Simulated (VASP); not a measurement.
Crystal: Cu.

```xyz
2
Lattice="2.5341 0.0000 0.0000 -1.2670 2.1946 0.0000 0.0000 0.0000 4.1126" Properties=species:S:1:pos:R:3 pbc="T T T"
Cu    1.2670    0.7315    3.0844
Cu    0.0000    1.4631    1.0281
```

This isn't the form of Cu at room conditions, which is fcc.

| Quantity | Value |
| --- | --- |
| Program | VASP 6.6.1 |
| Task | single point |
| Functional | PBEsol |
| Potentials or basis | VASP PAW PBE potentials, release 64 (Cu) |
| Cutoff | 520 eV |
| k mesh | 12 × 12 × 7 |
| Occupations | fermi-dirac, width 0.05 eV |
| Spin | no spin polarisation |

On this cell: pressure -0.7 GPa; largest force under 0.003 eV/Å; band gap on the k mesh none (metal or under the smearing width).

The same run follows on a disturbed copy (atoms moved at random, drawn with an rms of 0.05 Å):

```xyz
2
Lattice="2.5341 0.0000 0.0000 -1.2670 2.1946 0.0000 0.0000 0.0000 4.1126" Properties=species:S:1:pos:R:3 pbc="T T T"
Cu    1.2532    0.7689    3.0594
Cu    0.0536    1.4636    1.0227
```

Q: What does the disturbed cell give?

A: The energy (extrapolated to zero smearing) moves by +3.0 meV/atom; pressure -0.6 GPa; largest force 0.198 eV/Å; band gap on the k mesh none (metal or under the smearing width).

Forces in eV/Å, atoms in the order of the input:
```
Cu   0.108 -0.059  0.155
Cu  -0.108  0.059 -0.155
```

Stress tensor (GPa, compression positive):
```
-0.35 -0.85  0.11
-0.85 -1.27 -0.06
 0.11 -0.06 -0.13
```

Caveats: the PAW data sets were made with another functional, which shifts forces and pressure a little.
